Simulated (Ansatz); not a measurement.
# TaN/MgO/RuAl: conductance against the thickness of the layer, part 5 of 6

Wanted: T(E), the conductance and its decay constant for TaN/MgO/RuAl. The lower electrode is TaN rock salt(001), the upper one RuAl B2(001); the barrier is MgO rock salt(001) (non-polar). In the first transport cell, after relaxation, the nearest pair of electrode and barrier is N–Mg at 2.12 Å, along the normal, at the lower face and Ru–O at 2.23 Å, along the normal, at the upper one. All share a net of side 3.065 Å, which strains the lower electrode by -1.9 %, the upper one by +2.2 % and the barrier by +2.0 %, against typed lattice constants near PBE's. The first steps treat the bulk electrodes alone.

Ansatz 0.2.0; PBE DFT, plane waves, PAW files (the session's first sound run).

So far, transmission at the Fermi level (a spin, zone mean): step 5 (transmission over a wide range of energy) 1.2e-5; step 6 (43 atoms, atomic planes in the barrier 2, gap between the …) 0.00607; step 7 (45 atoms, atomic planes in the barrier 3, gap between the …) 2.3e-4. Also channels of the lower lead: step 5 2.06.

**8. Conductance, 47 atoms**

Level of this step: PBE DFT, plane waves, PAW files; ballistic transmission by layer matching between semi-infinite leads (Ansatz).

System of this step: TaN/MgO/RuAl. The cell holds 47 atoms: 12 N, 12 Ta, 4 O, 4 Mg, 8 Ru and 7 Al. Its edges and angles: a = 3.065 Å, b = 3.065 Å, c = 69.802 Å, α = 90.0°, β = 90.0°, γ = 90.0°. Regions: left electrode, 24 atoms (12 N and 12 Ta); barrier, 8 atoms (4 O and 4 Mg); right electrode, 15 atoms (8 Ru and 7 Al). Vacuum lies along c.

Barrier layers are added or taken out in the middle, and the relaxed faces stay.

Input file input.yaml:

```yaml
crystal:
  lattice:
    - [3.065, 0.0, 0.0]
    - [0.0, 3.065, 0.0]
    - [0.0, 0.0, 69.8018428248]
  atoms:
    - { symbol: "N", position: [0.5, 0.5, 0.1002838853] }
    - { symbol: Ta, position: [0.0, 0.0, 0.1002838853] }
    - { symbol: "N", position: [0.0, 0.0, 0.1321814236] }
    - { symbol: Ta, position: [0.5, 0.5, 0.1321814236] }
    - { symbol: "N", position: [0.5, 0.5, 0.164078962] }
    - { symbol: Ta, position: [0.0, 0.0, 0.164078962] }
    - { symbol: "N", position: [0.0, 0.0, 0.1959765003] }
    - { symbol: Ta, position: [0.5, 0.5, 0.1959765003] }
    - { symbol: "N", position: [0.5, 0.5, 0.2278740386] }
    - { symbol: Ta, position: [0.0, 0.0, 0.2278740386] }
    - { symbol: "N", position: [0.0, 0.0, 0.259771577] }
    - { symbol: Ta, position: [0.5, 0.5, 0.259771577] }
    - { symbol: "N", position: [0.5, 0.5, 0.2916691153] }
    - { symbol: Ta, position: [0.0, 0.0, 0.2916691153] }
    - { symbol: "N", position: [0.0, 0.0, 0.3235666536] }
    - { symbol: Ta, position: [0.5, 0.5, 0.3235666536] }
    - { symbol: "N", position: [0.5, 0.5, 0.355464192] }
    - { symbol: Ta, position: [0.0, 0.0, 0.355464192] }
    - { symbol: "N", position: [0.0, 0.0, 0.3873617303] }
    - { symbol: Ta, position: [0.5, 0.5, 0.3873617303] }
    - { symbol: "N", position: [0.5, 0.5, 0.4192592686] }
    - { symbol: Ta, position: [0.0, 0.0, 0.4192592686] }
    - { symbol: "N", position: [0.0, 0.0, 0.4534505237] }
    - { symbol: Ta, position: [0.5, 0.5, 0.449838345] }
    - { symbol: O, position: [0.5, 0.5, 0.4825415505] }
    - { symbol: Mg, position: [0.0, 0.0, 0.4838300931] }
    - { symbol: O, position: [0.0, 0.0, 0.5130750478] }
    - { symbol: Mg, position: [0.5, 0.5, 0.5141782153] }
    - { symbol: O, position: [0.5, 0.5, 0.5434574601] }
    - { symbol: Mg, position: [0.0, 0.0, 0.5443628329] }
    - { symbol: O, position: [0.0, 0.0, 0.5732026705] }
    - { symbol: Mg, position: [0.5, 0.5, 0.576031895] }
    - { symbol: Ru, position: [0.0, 0.0, 0.6051269074] }
    - { symbol: Al, position: [0.5, 0.5, 0.6248748033] }
    - { symbol: Ru, position: [0.0, 0.0, 0.6460164426] }
    - { symbol: Al, position: [0.5, 0.5, 0.667158082] }
    - { symbol: Ru, position: [0.0, 0.0, 0.6882997213] }
    - { symbol: Al, position: [0.5, 0.5, 0.7094413606] }
    - { symbol: Ru, position: [0.0, 0.0, 0.730583] }
    - { symbol: Al, position: [0.5, 0.5, 0.7517246393] }
    - { symbol: Ru, position: [0.0, 0.0, 0.7728662787] }
    - { symbol: Al, position: [0.5, 0.5, 0.794007918] }
    - { symbol: Ru, position: [0.0, 0.0, 0.8151495573] }
    - { symbol: Al, position: [0.5, 0.5, 0.8362911967] }
    - { symbol: Ru, position: [0.0, 0.0, 0.857432836] }
    - { symbol: Al, position: [0.5, 0.5, 0.8785744754] }
    - { symbol: Ru, position: [0.0, 0.0, 0.8997161147] }
kpoints:
  mp_grid: { grid: [10, 10, 1] }
scf:
  occupations: { method: fermi_dirac, width: 0.1 }
  max_iter: 150
hamiltonian:
  xc: pbe
output:
  transmission:
    kmesh: [26, 26]
    e_range: [-0.26, 0.27]
    de: 0.0375
    leads: [[10, 12], [39, 41]]
```

Run with:

```console
ansatz run input.yaml --threads 4 --pin off --max-ram 12288MiB --backend cpu --events-out ev --progress --plain --runs-dir out
```

Numbers of over 12 decimals in the logs are rounded to 6 here.

What it wrote:

```text
[...]
Crystal: 47 atoms, lattice volume = 655.734 Å³
Basis set: ecut = 420 eV, 12801 PW (Γ)
Bands: 262, of which v1, the nominal top of the filled ones, is band 215 counted from 1 (214 counted from 0)
Symmetry: 8 space group operations
[...]
k-points: 21 of 100
[...]
channels       : 1.829882e0 a spin
[...]
slowest decay  : 0.0054 /Å at (0.3846, 0.3462)
[...]
filled         : 28.7 meV over the level at which it is neutral
    channels       : 1.526627e0 a spin
[...]
slowest decay  : 0.0494 /Å at (0.2692, 0.1538)
  junction   : crystal 0 to crystal 1, 18.55 to 52.43 Å
    transmission   : 1.282317e-5 a spin
[...]
resistance     : 6.1444e1 Ω µm² beyond half of each lead's own
[key lines of the parts left out:]
SCF converged after 12 iterations
Free energy (F): -184587.878889 eV
Fermi energy:    14.096391 eV
```

It took 10 min on 4 threads of Arm Neoverse V1, shared host; peak memory 4.9 GiB; 32 min of CPU time.

G = 1.6e10 S/m² (1/G = 61.4 Ω µm²), 0.063 times the step before of this kind. The largest error estimate is 68 %, from the leads' potential steps. In the worse lead the potential repeats within 18 meV, which the program lets pass, though it still puts 68 % of error on the junction's conductance through them.

**9. Conductance, atomic planes in the barrier 5, gap between the electrodes 12.83 Å**

System of this step: TaN/MgO/RuAl. The cell holds 49 atoms: 12 N, 12 Ta, 5 O, 5 Mg, 8 Ru and 7 Al. Its edges and angles: a = 3.065 Å, b = 3.065 Å, c = 71.916 Å, α = 90.0°, β = 90.0°, γ = 90.0°. Regions: left electrode, 24 atoms (12 N and 12 Ta); barrier, 10 atoms (5 O and 5 Mg); right electrode, 15 atoms (8 Ru and 7 Al). Vacuum lies along c.

Barrier layers are added or taken out in the middle, and the relaxed faces stay.

Input file input.yaml:

```yaml
crystal:
  lattice:
    - [3.065, 0.0, 0.0]
    - [0.0, 3.065, 0.0]
    - [0.0, 0.0, 71.915687975]
  atoms:
    - { symbol: "N", position: [0.5, 0.5, 0.0973362029] }
    - { symbol: Ta, position: [0.0, 0.0, 0.0973362029] }
    - { symbol: "N", position: [0.0, 0.0, 0.1282961648] }
    - { symbol: Ta, position: [0.5, 0.5, 0.1282961648] }
    - { symbol: "N", position: [0.5, 0.5, 0.1592561267] }
    - { symbol: Ta, position: [0.0, 0.0, 0.1592561267] }
    - { symbol: "N", position: [0.0, 0.0, 0.1902160885] }
    - { symbol: Ta, position: [0.5, 0.5, 0.1902160885] }
    - { symbol: "N", position: [0.5, 0.5, 0.2211760504] }
    - { symbol: Ta, position: [0.0, 0.0, 0.2211760504] }
    - { symbol: "N", position: [0.0, 0.0, 0.2521360123] }
    - { symbol: Ta, position: [0.5, 0.5, 0.2521360123] }
    - { symbol: "N", position: [0.5, 0.5, 0.2830959741] }
    - { symbol: Ta, position: [0.0, 0.0, 0.2830959741] }
    - { symbol: "N", position: [0.0, 0.0, 0.314055936] }
    - { symbol: Ta, position: [0.5, 0.5, 0.314055936] }
    - { symbol: "N", position: [0.5, 0.5, 0.3450158979] }
    - { symbol: Ta, position: [0.0, 0.0, 0.3450158979] }
    - { symbol: "N", position: [0.0, 0.0, 0.3759758597] }
    - { symbol: Ta, position: [0.5, 0.5, 0.3759758597] }
    - { symbol: "N", position: [0.5, 0.5, 0.4069358216] }
    - { symbol: Ta, position: [0.0, 0.0, 0.4069358216] }
    - { symbol: "N", position: [0.0, 0.0, 0.4401220801] }
    - { symbol: Ta, position: [0.5, 0.5, 0.4366160755] }
    - { symbol: O, position: [0.5, 0.5, 0.4683580233] }
    - { symbol: Mg, position: [0.0, 0.0, 0.4696086913] }
    - { symbol: O, position: [0.0, 0.0, 0.4979940379] }
    - { symbol: Mg, position: [0.5, 0.5, 0.4990647796] }
    - { symbol: O, position: [0.5, 0.5, 0.527387418] }
    - { symbol: Mg, position: [0.0, 0.0, 0.5284581597] }
    - { symbol: O, position: [0.0, 0.0, 0.5568767885] }
    - { symbol: Mg, position: [0.5, 0.5, 0.5577555494] }
    - { symbol: O, position: [0.5, 0.5, 0.5857476866] }
    - { symbol: Mg, position: [0.0, 0.0, 0.5884937506] }
    - { symbol: Ru, position: [0.5, 0.5, 0.6167335623] }
    - { symbol: Al, position: [0.0, 0.0, 0.6359010008] }
    - { symbol: Ru, position: [0.5, 0.5, 0.6564212159] }
    - { symbol: Al, position: [0.0, 0.0, 0.676941431] }
    - { symbol: Ru, position: [0.5, 0.5, 0.6974616461] }
    - { symbol: Al, position: [0.0, 0.0, 0.7179818612] }
    - { symbol: Ru, position: [0.5, 0.5, 0.7385020763] }
    - { symbol: Al, position: [0.0, 0.0, 0.7590222914] }
    - { symbol: Ru, position: [0.5, 0.5, 0.7795425065] }
    - { symbol: Al, position: [0.0, 0.0, 0.8000627216] }
    - { symbol: Ru, position: [0.5, 0.5, 0.8205829367] }
    - { symbol: Al, position: [0.0, 0.0, 0.8411031518] }
    - { symbol: Ru, position: [0.5, 0.5, 0.8616233669] }
    - { symbol: Al, position: [0.0, 0.0, 0.882143582] }
    - { symbol: Ru, position: [0.5, 0.5, 0.9026637971] }
kpoints:
  mp_grid: { grid: [10, 10, 1] }
scf:
  occupations: { method: fermi_dirac, width: 0.1 }
  max_iter: 150
hamiltonian:
  xc: pbe
output:
  transmission:
    kmesh: [26, 26]
    e_range: [-0.26, 0.27]
    de: 0.0375
    leads: [[10, 12], [41, 43]]
```

What it wrote:

```text
[...]
Crystal: 49 atoms, lattice volume = 675.592 Å³
Basis set: ecut = 420 eV, 13233 PW (Γ)
Bands: 272, of which v1, the nominal top of the filled ones, is band 223 counted from 1 (222 counted from 0)
Symmetry: 8 space group operations
[...]
k-points: 21 of 100
[...]
channels       : 1.829882e0 a spin
[...]
slowest decay  : 0.0054 /Å at (0.3846, 0.3462)
[...]
filled         : 28.6 meV over the level at which it is neutral
    channels       : 1.526627e0 a spin
[...]
slowest decay  : 0.0494 /Å at (0.2692, 0.1538)
  junction   : crystal 0 to crystal 1, 18.55 to 54.55 Å
    transmission   : 1.120244e-6 a spin
[...]
resistance     : 6.5797e2 Ω µm² beyond half of each lead's own
[key lines of the parts left out:]
SCF converged after 13 iterations
Free energy (F): -187081.982050 eV
Fermi energy:    13.996335 eV
```

Elapsed: 13 min, on 4 threads; peak memory 5.2 GiB; 38 min of CPU time.

G = 1.5e9 S/m² (1/G = 658 Ω µm²), 0.093 times the step before of this kind. The largest error estimate is 50 %, from the mesh across the current. In the worse lead the potential repeats within 17 meV, which the program lets pass, though it still puts 36 % of error on the junction's conductance through them.

**10. Conductance, atomic planes in the barrier 6, gap between the electrodes 14.94 Å**

System of this step: TaN/MgO/RuAl. The cell holds 51 atoms: 12 N, 12 Ta, 6 O, 6 Mg, 8 Ru and 7 Al. Cell: a = 3.065 Å, b = 3.065 Å, c = 74.030 Å, α = 90.0°, β = 90.0°, γ = 90.0°. Regions: left electrode, 24 atoms (12 N and 12 Ta); barrier, 12 atoms (6 O and 6 Mg); right electrode, 15 atoms (8 Ru and 7 Al). Vacuum lies along c.

Barrier layers are added or taken out in the middle, and the relaxed faces stay.

Input file input.yaml:

```yaml
crystal:
  lattice:
    - [3.065, 0.0, 0.0]
    - [0.0, 3.065, 0.0]
    - [0.0, 0.0, 74.0295331253]
  atoms:
    - { symbol: "N", position: [0.5, 0.5, 0.0945568573] }
    - { symbol: Ta, position: [0.0, 0.0, 0.0945568573] }
    - { symbol: "N", position: [0.0, 0.0, 0.124632786] }
    - { symbol: Ta, position: [0.5, 0.5, 0.124632786] }
    - { symbol: "N", position: [0.5, 0.5, 0.1547087146] }
    - { symbol: Ta, position: [0.0, 0.0, 0.1547087146] }
    - { symbol: "N", position: [0.0, 0.0, 0.1847846433] }
    - { symbol: Ta, position: [0.5, 0.5, 0.1847846433] }
    - { symbol: "N", position: [0.5, 0.5, 0.214860572] }
    - { symbol: Ta, position: [0.0, 0.0, 0.214860572] }
    - { symbol: "N", position: [0.0, 0.0, 0.2449365006] }
    - { symbol: Ta, position: [0.5, 0.5, 0.2449365006] }
    - { symbol: "N", position: [0.5, 0.5, 0.2750124293] }
    - { symbol: Ta, position: [0.0, 0.0, 0.2750124293] }
    - { symbol: "N", position: [0.0, 0.0, 0.305088358] }
    - { symbol: Ta, position: [0.5, 0.5, 0.305088358] }
    - { symbol: "N", position: [0.5, 0.5, 0.3351642866] }
    - { symbol: Ta, position: [0.0, 0.0, 0.3351642866] }
    - { symbol: "N", position: [0.0, 0.0, 0.3652402153] }
    - { symbol: Ta, position: [0.5, 0.5, 0.3652402153] }
    - { symbol: "N", position: [0.5, 0.5, 0.3953161439] }
    - { symbol: Ta, position: [0.0, 0.0, 0.3953161439] }
    - { symbol: "N", position: [0.0, 0.0, 0.4275547994] }
    - { symbol: Ta, position: [0.5, 0.5, 0.4241489055] }
    - { symbol: O, position: [0.5, 0.5, 0.4549844912] }
    - { symbol: Mg, position: [0.0, 0.0, 0.4561994475] }
    - { symbol: O, position: [0.0, 0.0, 0.4837742768] }
    - { symbol: Mg, position: [0.5, 0.5, 0.4848144444] }
    - { symbol: O, position: [0.5, 0.5, 0.5123283559] }
    - { symbol: Mg, position: [0.0, 0.0, 0.5133685235] }
    - { symbol: O, position: [0.0, 0.0, 0.5408824351] }
    - { symbol: Mg, position: [0.5, 0.5, 0.5419226027] }
    - { symbol: O, position: [0.5, 0.5, 0.5695297637] }
    - { symbol: Mg, position: [0.0, 0.0, 0.5703834324] }
    - { symbol: O, position: [0.0, 0.0, 0.59757628] }
    - { symbol: Mg, position: [0.5, 0.5, 0.6002439326] }
    - { symbol: Ru, position: [0.0, 0.0, 0.6276773825] }
    - { symbol: Al, position: [0.5, 0.5, 0.6462975124] }
    - { symbol: Ru, position: [0.0, 0.0, 0.6662317917] }
    - { symbol: Al, position: [0.5, 0.5, 0.6861660709] }
    - { symbol: Ru, position: [0.0, 0.0, 0.7061003502] }
    - { symbol: Al, position: [0.5, 0.5, 0.7260346294] }
    - { symbol: Ru, position: [0.0, 0.0, 0.7459689087] }
    - { symbol: Al, position: [0.5, 0.5, 0.7659031879] }
    - { symbol: Ru, position: [0.0, 0.0, 0.7858374672] }
    - { symbol: Al, position: [0.5, 0.5, 0.8057717464] }
    - { symbol: Ru, position: [0.0, 0.0, 0.8257060257] }
    - { symbol: Al, position: [0.5, 0.5, 0.8456403049] }
    - { symbol: Ru, position: [0.0, 0.0, 0.8655745842] }
    - { symbol: Al, position: [0.5, 0.5, 0.8855088634] }
    - { symbol: Ru, position: [0.0, 0.0, 0.9054431427] }
kpoints:
  mp_grid: { grid: [10, 10, 1] }
scf:
  occupations: { method: fermi_dirac, width: 0.1 }
  max_iter: 150
hamiltonian:
  xc: pbe
output:
  transmission:
    kmesh: [26, 26]
    e_range: [-0.26, 0.27]
    de: 0.0375
    leads: [[10, 12], [43, 45]]
```

What it wrote:

```text
[...]
Crystal: 51 atoms, lattice volume = 695.450 Å³
Basis set: ecut = 420 eV, 13591 PW (Γ)
Bands: 282, of which v1, the nominal top of the filled ones, is band 231 counted from 1 (230 counted from 0)
Symmetry: 8 space group operations
[...]
k-points: 21 of 100
[...]
channels       : 1.829882e0 a spin
[...]
slowest decay  : 0.0054 /Å at (0.3846, 0.3462)
[...]
filled         : 28.6 meV over the level at which it is neutral
    channels       : 1.526627e0 a spin
[...]
slowest decay  : 0.0493 /Å at (0.2692, 0.1538)
  junction   : crystal 0 to crystal 1, 18.55 to 56.66 Å
    transmission   : 1.819404e-7 a spin
[...]
resistance     : 3.8071e3 Ω µm² beyond half of each lead's own
[key lines of the parts left out:]
SCF converged after 13 iterations
Free energy (F): -189576.087810 eV
Fermi energy:    13.901938 eV
```

The job ended after 12 min (4 threads; peak memory 5.5 GiB).

One spin. The transmission, zone mean by energy, zero at the Fermi level:

```csv
energy (eV),"transmission, zone mean"
-0.260,4.2e-7
-0.223,5.1e-7
-0.185,9.7e-7
-0.147,1.7e-7
-0.110,2.7e-7
-0.072,2.7e-7
-0.035,4.4e-7
0.003,1.8e-7
0.040,2.1e-7
0.077,2.6e-7
0.115,3.2e-7
0.152,4.8e-7
0.190,7.9e-7
0.228,3.9e-8
0.265,2.6e-8
```

G = 2.6e8 S/m² (1/G = 3807 Ω µm²), 0.17 times the step before of this kind. The largest error estimate is 71 %, from the mesh across the current. In the worse lead the potential repeats within 17 meV, which the program lets pass, though it still puts 44 % of error on the junction's conductance through them.

**11. Conductance, atomic planes in the barrier 7, gap between the electrodes 17.05 Å**

System of this step: TaN/MgO/RuAl. The cell holds 53 atoms: 12 N, 12 Ta, 7 O, 7 Mg, 8 Ru and 7 Al. Its edges and angles: a = 3.065 Å, b = 3.065 Å, c = 76.143 Å, α = 90.0°, β = 90.0°, γ = 90.0°. Regions: left electrode, 24 atoms (12 N and 12 Ta); barrier, 14 atoms (7 O and 7 Mg); right electrode, 15 atoms (8 Ru and 7 Al). Vacuum lies along c.

Barrier layers are added or taken out in the middle, and the relaxed faces stay.

Input file input.yaml:

```yaml
crystal:
  lattice:
    - [3.065, 0.0, 0.0]
    - [0.0, 3.065, 0.0]
    - [0.0, 0.0, 76.1433782755]
  atoms:
    - { symbol: "N", position: [0.5, 0.5, 0.0919318286] }
    - { symbol: Ta, position: [0.0, 0.0, 0.0919318286] }
    - { symbol: "N", position: [0.0, 0.0, 0.121172808] }
    - { symbol: Ta, position: [0.5, 0.5, 0.121172808] }
    - { symbol: "N", position: [0.5, 0.5, 0.1504137874] }
    - { symbol: Ta, position: [0.0, 0.0, 0.1504137874] }
    - { symbol: "N", position: [0.0, 0.0, 0.1796547669] }
    - { symbol: Ta, position: [0.5, 0.5, 0.1796547669] }
    - { symbol: "N", position: [0.5, 0.5, 0.2088957463] }
    - { symbol: Ta, position: [0.0, 0.0, 0.2088957463] }
    - { symbol: "N", position: [0.0, 0.0, 0.2381367257] }
    - { symbol: Ta, position: [0.5, 0.5, 0.2381367257] }
    - { symbol: "N", position: [0.5, 0.5, 0.2673777051] }
    - { symbol: Ta, position: [0.0, 0.0, 0.2673777051] }
    - { symbol: "N", position: [0.0, 0.0, 0.2966186845] }
    - { symbol: Ta, position: [0.5, 0.5, 0.2966186845] }
    - { symbol: "N", position: [0.5, 0.5, 0.325859664] }
    - { symbol: Ta, position: [0.0, 0.0, 0.325859664] }
    - { symbol: "N", position: [0.0, 0.0, 0.3551006434] }
    - { symbol: Ta, position: [0.5, 0.5, 0.3551006434] }
    - { symbol: "N", position: [0.5, 0.5, 0.3843416228] }
    - { symbol: Ta, position: [0.0, 0.0, 0.3843416228] }
    - { symbol: "N", position: [0.0, 0.0, 0.4156852887] }
    - { symbol: Ta, position: [0.5, 0.5, 0.4123739472] }
    - { symbol: O, position: [0.5, 0.5, 0.4423534945] }
    - { symbol: Mg, position: [0.0, 0.0, 0.443534722] }
    - { symbol: O, position: [0.0, 0.0, 0.4703440359] }
    - { symbol: Mg, position: [0.5, 0.5, 0.471355327] }
    - { symbol: O, position: [0.5, 0.5, 0.4981054145] }
    - { symbol: Mg, position: [0.0, 0.0, 0.4991167056] }
    - { symbol: O, position: [0.0, 0.0, 0.5258667931] }
    - { symbol: Mg, position: [0.5, 0.5, 0.5268780842] }
    - { symbol: O, position: [0.5, 0.5, 0.5536281716] }
    - { symbol: Mg, position: [0.0, 0.0, 0.5546394628] }
    - { symbol: O, position: [0.0, 0.0, 0.5814802109] }
    - { symbol: Mg, position: [0.5, 0.5, 0.5823101806] }
    - { symbol: O, position: [0.5, 0.5, 0.6087481172] }
    - { symbol: Mg, position: [0.0, 0.0, 0.6113417122] }
    - { symbol: Ru, position: [0.5, 0.5, 0.6380135716] }
    - { symbol: Al, position: [0.0, 0.0, 0.6561167811] }
    - { symbol: Ru, position: [0.5, 0.5, 0.6754976572] }
    - { symbol: Al, position: [0.0, 0.0, 0.6948785334] }
    - { symbol: Ru, position: [0.5, 0.5, 0.7142594096] }
    - { symbol: Al, position: [0.0, 0.0, 0.7336402858] }
    - { symbol: Ru, position: [0.5, 0.5, 0.753021162] }
    - { symbol: Al, position: [0.0, 0.0, 0.7724020381] }
    - { symbol: Ru, position: [0.5, 0.5, 0.7917829143] }
    - { symbol: Al, position: [0.0, 0.0, 0.8111637905] }
    - { symbol: Ru, position: [0.5, 0.5, 0.8305446667] }
    - { symbol: Al, position: [0.0, 0.0, 0.8499255429] }
    - { symbol: Ru, position: [0.5, 0.5, 0.869306419] }
    - { symbol: Al, position: [0.0, 0.0, 0.8886872952] }
    - { symbol: Ru, position: [0.5, 0.5, 0.9080681714] }
kpoints:
  mp_grid: { grid: [10, 10, 1] }
scf:
  occupations: { method: fermi_dirac, width: 0.1 }
  max_iter: 150
hamiltonian:
  xc: pbe
output:
  transmission:
    kmesh: [26, 26]
    e_range: [-0.26, 0.27]
    de: 0.0375
    leads: [[10, 12], [45, 47]]
```

What it wrote:

```text
[...]
Crystal: 53 atoms, lattice volume = 715.308 Å³
Basis set: ecut = 420 eV, 13999 PW (Γ)
Bands: 292, of which v1, the nominal top of the filled ones, is band 239 counted from 1 (238 counted from 0)
Symmetry: 8 space group operations
[...]
k-points: 21 of 100
[...]
channels       : 1.829882e0 a spin
[...]
slowest decay  : 0.0054 /Å at (0.3846, 0.3462)
[...]
filled         : 28.6 meV over the level at which it is neutral
    channels       : 1.526627e0 a spin
[...]
slowest decay  : 0.0493 /Å at (0.2692, 0.1538)
  junction   : crystal 0 to crystal 1, 18.55 to 58.77 Å
    transmission   : 4.263000e-8 a spin
[...]
resistance     : 1.6609e4 Ω µm² beyond half of each lead's own
[key lines of the parts left out:]
SCF converged after 13 iterations
Free energy (F): -192070.192164 eV
Fermi energy:    13.812703 eV
```

Run time: 13 min. Hardware: 4 threads; peak memory 5.7 GiB; 43 min of CPU time.

One spin. The transmission, zone mean by energy, zero at the Fermi level:

```csv
energy (eV),"transmission, zone mean"
-0.260,5.7e-8
-0.223,7.2e-8
-0.185,1.4e-7
-0.147,3.2e-8
-0.110,5.9e-8
-0.072,5.9e-8
-0.035,1.0e-7
0.003,4.3e-8
0.040,5.1e-8
0.077,6.7e-8
0.115,8.5e-8
0.152,1.3e-7
0.190,2.5e-7
0.228,3.1e-9
0.265,1.7e-9
```

G = 6.0e7 S/m² (1/G = 16609 Ω µm²), 0.23 times the step before of this kind. The largest error estimate is 80 %, from the mesh across the current. In the worse lead the potential repeats within 17 meV, which the program lets pass, though it still puts 42 % of error on the junction's conductance through them.

(Part 5 of 6 ends here.)

[Logs are printed without paths, hosts, clocks, repeated set-up lines and the standing remarks that a program may print on its own settings, such as how far it seeks lower states.]

[Hosts, paths, dates, database ids (printed as entryN), source tags and the programs' standing remarks are cut or masked in the printed files.]
